**Question**

I have a tight-binding calculation of tantalum metal and I'm trying to read its levels at seven points of reciprocal space. Energies count from the Fermi energy. "Level under 1" is the nearest level below it, "level over 1" the nearest above, and n/a under "level under 3" means that only two levels lie below at that point.

Energy levels of tantalum metal from DFTB+ 25.1 with GFN1-xTB (tblite 0.3.0, truncated lattice sum of the short-range electrostatics), for a one-atom cell strained at random at fixed volume. The calculation uses an unshifted 11×11×11 k mesh and Fermi-Dirac smearing of 0.05 eV, without spin polarisation or spin-orbit coupling. Levels are counted from the Fermi energy.

```tsv
point a (reciprocal cell vector)	point b (reciprocal cell vector)	point c (reciprocal cell vector)	level point (row)	level under 3 (eV)	level under 2 (eV)	level under 1 (eV)	level over 1 (eV)	level over 2 (eV)
0.0000	0.0000	0.0000	1	-21.316	-0.138	-0.038	0.308	3.282
0.0909	0.5455	0.0000	2	n/a	-2.341	-1.097	2.181	3.522
0.0909	0.9091	0.0000	3	n/a	-26.572	-0.214	0.057	0.304
0.1818	0.8182	0.1818	4	n/a	-14.747	-0.123	0.081	0.399
0.2727	0.0909	0.6364	5	n/a	-5.281	-0.849	0.100	2.051
0.2727	0.3636	0.0909	6	-1.252	-0.903	-0.262	4.059	4.133
0.4545	0.5455	0.5455	7	n/a	-1.914	-1.910	5.897	6.796
```

My questions, from easy to hard:

1. The highest level below zero is at -0.038 eV and the lowest above it at 0.057 eV. Is that a small gap?
2. Why are there three close levels around zero at point 1, and would they stay apart in a perfect crystal?
3. Why do the levels group as three below and the rest above at point 6, but two below and the rest above at point 7?
4. Why is the empty stretch between the groups so much wider at point 7?
5. What would change with tungsten in place of tantalum?
6. What are the levels between -15 and -27 eV? Are they 4f electrons?
7. Which digits can I use?

**Answer**

### 1. Is there a gap?

No. The columns count levels from the Fermi energy, so they don't follow one band from row to row. Count from the bottom instead: the third level lies at -0.038 eV at point 1 and at 0.057 eV at point 3. A band is continuous in reciprocal space, so it passes through zero on the way between the two points.

The electron count leads to the same conclusion. Each level holds two electrons, and the calculation has five electrons per atom without spin polarisation. On average 2.5 levels must be filled, which no set of completely full bands can do. So the number of filled levels has to vary through the zone: three lie below zero at points 1 and 6, and two at the others.

### 2. Why three close levels at point 1?

Point 1 is the zone centre, where every atom carries the same orbital with the same sign. In a body-centred cubic (bcc) crystal the five d orbitals then form two sets. Three of them, called t2g, have lobes that lean towards the eight nearest neighbours along the body diagonals. The other two, called eg, point along the cube axes at the six second neighbours.

The three levels near zero at point 1 fit the t2g set, and the one at 3.282 eV fits the eg set. This assignment rests on the grouping and on symmetry. In a perfect cubic crystal without spin-orbit coupling, the t2g levels at the centre coincide exactly.

Here they spread over 0.446 eV because the cell was strained at random at fixed volume. Its three shortest lattice vectors, equal in true bcc, run from 2.801 to 2.888 Å. Remove the strain and the three levels merge, while a distance of roughly 3 eV to the eg set should remain.

### 3. Why does the grouping change?

A hydrogen molecule shows the principle. Two s orbitals of equal sign bond and give a low level; with opposite signs they give a high one. In a crystal the position in reciprocal space sets the relative sign of neighbouring orbitals, so moving through the zone can turn bonding into antibonding. The likeness ends there: tantalum has five d orbitals and two important shells of neighbours, and each shell has its own sign.

Three special points of the bcc zone matter:

- At the zone centre, both shells are in step with the central atom.
- At H, the nearest shell has the opposite sign and the second shell is in step.
- At P, the couplings of a d orbital to the d orbitals of opposite nearest neighbours cancel, and the second shell has the opposite sign.

Point 7 lies close to H, and point 6 lies in the neighbourhood of P. With the nearest shell in step, the t2g set is bonding and lies below eg. Near H that shell changes sign and the order turns over, which leaves the eg pair at the bottom, at about -1.91 eV. Near P the second shell decides. Its reversed sign spoils the bonds that eg makes along the cube axes, so t2g lies below again.

### 4. Why is the stretch widest at point 7?

The two shells can work against each other or together. At the centre the nearest shell favours t2g and the second favours eg, so they partly cancel. At H both favour eg, and their effects add.

A short estimate puts sizes to this. Two d orbitals can meet end-on, sideways or face to face, with coupling energies $V_\sigma$, $V_\pi$ and $V_\delta$. A common rule for d metals sets them in the ratio $-6:4:-1$ and lets them fall with the fifth power of distance. The unit of energy is arbitrary, since only ratios will be used.

For the eight nearest neighbours in step, the eg energy less the t2g energy is

$$\Delta_1 = 8\left[\left(\tfrac{2}{3}V_\pi+\tfrac{1}{3}V_\delta\right)-\left(\tfrac{1}{3}V_\sigma+\tfrac{2}{9}V_\pi+\tfrac{4}{9}V_\delta\right)\right] \approx 31 .$$

The second neighbours are farther away by a factor $2/\sqrt{3}$, so their couplings shrink to about half:

$$\Delta_2 = \left(\tfrac{\sqrt{3}}{2}\right)^5\left[(3V_\sigma+3V_\delta)-(4V_\pi+2V_\delta)\right] \approx 0.49\times(-35) \approx -17 .$$

The signs from the previous answer now give eg less t2g at each point:

- centre: $\Delta_1+\Delta_2 \approx 14$
- P: $-\Delta_2 \approx 17$
- H: $-\Delta_1+\Delta_2 \approx -48$

The minus sign at H is the reversed order. The sizes should therefore grow from the centre to P to H, as 1 to 1.2 to 3.4.

In the table, the distance from the mean of the lower d group to the levels above is 3.2 eV at point 1, 4.9 eV at point 6 and 7.8 eV at point 7. These stand as 1 to 1.5 to 2.4. The order is right, and no number of the table went into the estimate.

The ratios are only rough. The estimate ignores s and p orbitals, the overlap between orbitals on different atoms, and the strain. At P, for instance, p orbitals of the nearest neighbours can still mix with t2g, although the couplings between d orbitals cancel. The names t2g and eg at points 6 and 7 are what this picture leads one to expect. The table gives no orbital weights, so the levels above the pair at point 7 may have some p character. Points 6 and 7 also lie somewhat off P and H. At points 1 and 7 the distance is taken to the first level of the upper group, whereas at point 6 it runs to the mean of the upper pair.

The working rule is to ask, for each shell of neighbours, whether its orbitals are in step with the central atom. The signs come from the bcc lattice alone, so the same reasoning is a sound first guess for its neighbours among the bcc transition metals.

### 5. What about tungsten?

Tungsten is also bcc and has one more valence electron. To a first approximation the bands keep their shape and the Fermi energy rises. At point 1 the t2g level now at 0.308 eV would then fill, which makes four filled levels there.

Near H there would still be only two, because the next level is almost 6 eV up. Six electrons fill three levels on average, but the number still varies through the zone. Tungsten is indeed a metal, with pockets of electrons around the zone centre and of holes around H.

### 6. What are the very deep levels?

They aren't 4f electrons, nor 5p. The calculation treats only the five valence electrons, in a minimal valence basis. They aren't real valence levels either: the occupied valence band of tantalum is less than 10 eV wide, whereas the lowest level lies at -21.3 eV at point 1, -26.6 eV at point 3 and -14.7 eV at point 4. These three points are the ones nearest the zone centre.

The sign rule exposes the fault in another way. The bottom of a normal s band lies at the centre, where all neighbours are in step and bonding is strongest. Here the lowest level drops by a further 5.3 eV on the short step from point 1 to point 3.

At point 1 nothing lies between the deep level and the t2g set. In the order of the levels, the false one thus takes the place of the bottom of the s band, and it holds two electrons as that level would. The count of filled levels looks reasonable, but the energy of the lowest one is wrong.

The t2g levels seem little disturbed. Between points 1 and 3 none of them moves by more than 0.1 eV, while the deep level moves by more than fifty times as much. At points 6 and 7 no deep level appears at all. Both facts support a rough reading of the d levels in spite of the fault, though they don't prove it sound.

A possible cause, untested here, is that the s and p functions of neighbouring atoms overlap so strongly in the dense metal that some combinations nearly duplicate others. The equations then divide by very small numbers, and modest errors in the energy terms become huge. Very small eigenvalues of the overlap matrix near the zone centre would support this idea; without them, the cause must lie elsewhere.

### 7. Which digits can be used?

Use the order of the d groups, and take the separations of several electronvolts between them as rough sizes, without decimals. The order follows from the lattice together with the usual ratio of the d couplings, and the separations are much larger than the shifts from spin-orbit coupling. The error of the tight-binding parameters themselves isn't tested here, so even the whole electronvolts need a check against another method.

Don't rely on the order of levels within a few tenths of an electronvolt of zero. Spin-orbit coupling is left out, and in tantalum it shifts 5d levels by tenths of an electronvolt, as much as the strain does at point 1. The occupations are also smeared by 0.05 eV, so the levels at -0.038 and 0.057 eV are both partly filled. The splitting of 0.004 eV between the two lower levels at point 7 deserves no explanation at all.

For engineering use, the deep levels matter most. The total energy contains a sum over occupied levels, and the pressure follows from how that energy changes with volume, so both inherit the fault. The run also used an older treatment of periodic electrostatics, which cuts off the lattice sum of the short-range part. Its effect on the levels and the total energy isn't tested here. I wouldn't take a lattice constant or an elastic constant from this setup until the lowest band looks normal and that sum is complete.
